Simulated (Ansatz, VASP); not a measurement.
**Two plane-wave programs on Se**

Contents of INCAR:

```
SYSTEM = Se
ALGO = Normal
EDIFF = 1E-6
ENCUT = 520
GGA = PE
ISIF = 2
ISMEAR = 0
IVDW = 12
LASPH = .TRUE.
LCHARG = .FALSE.
LREAL = .FALSE.
LWAVE = .FALSE.
NBANDS = 16
NELM = 80
PREC = Accurate
SIGMA = 0.05
```

KPOINTS

```
k-points
0
G
  12 12 8
  0 0 0
```

The input POSCAR:

```
Se
1.0
    3.8519895424      0.0000000000      0.0000000000
   -1.9259947712      3.3359207989      0.0000000000
    0.0000000000      0.0000000000      5.2618177150
Se
3
Direct
    0.2473450684      0.0000000000      0.3333333333
    0.0000000000      0.2473450684      0.6666666667
    0.7526549316      0.7526549316      0.0000000000
```

Input for Ansatz:

```yaml
crystal:
  lattice:
    - [3.8519895424, 0.0, 0.0]
    - [-1.9259947712, 3.3359207989, 0.0]
    - [0.0, 0.0, 5.261817715]
  atoms:
    - { symbol: Se, position: [0.2473450684, 0.0, 0.3333333333] }
    - { symbol: Se, position: [0.0, 0.2473450684, 0.6666666667] }
    - { symbol: Se, position: [0.7526549316, 0.7526549316, 0.0] }
basis:
  ecutwfc: 420
kpoints:
  mp_grid: { grid: [12, 12, 8] }
hamiltonian:
  xc: pbe
  dispersion: d3bj
scf:
  occupations: { method: gaussian, width: 0.05 }
output:
  forces: true
  stress: true
  eigenvalues: true
  write_density: true
  write_potential: true
  elf: true
  volumetric_format: npy
```

Alike in both runs: task single point; functional PBE; dispersion D3(BJ); k mesh 12 × 12 × 8; occupations gaussian, width 0.05 eV; no spin polarisation.

|  | VASP | Ansatz |
| --- | --- | --- |
| version | VASP 6.6.1 | Ansatz 0.2.0 |
| potentials or method | VASP PAW PBE potentials, release 64 (Se) | scalar-relativistic, plane waves, PAW |
| plane-wave cutoff (eV) | 520 | 420 |
| valence electrons in the cell | 18 | 48 |

Ansatz gave:

```
gap on the k mesh at the Fermi level (eV)       : none
pressure (GPa)                                  : 4.2
largest component of the traceless stress (GPa) : 0.69
rms of the force components (eV/Å)              : 0.285
```

Task: Which values does VASP return?

Result: gap on the k mesh at the Fermi level (eV): none; pressure (GPa): 4.4; largest component of the traceless stress (GPa): 0.61; rms of the force components (eV/Å): 0.299.

Atom by atom the forces differ by 0.014 eV/Å (rms over components). A gap of «none» marks a metal or a gap that the smearing closes. The two sets of potentials don't hold the same shells in valence.

Caveats: pairwise dispersion overbinds metals, which lowers pressure and volume.
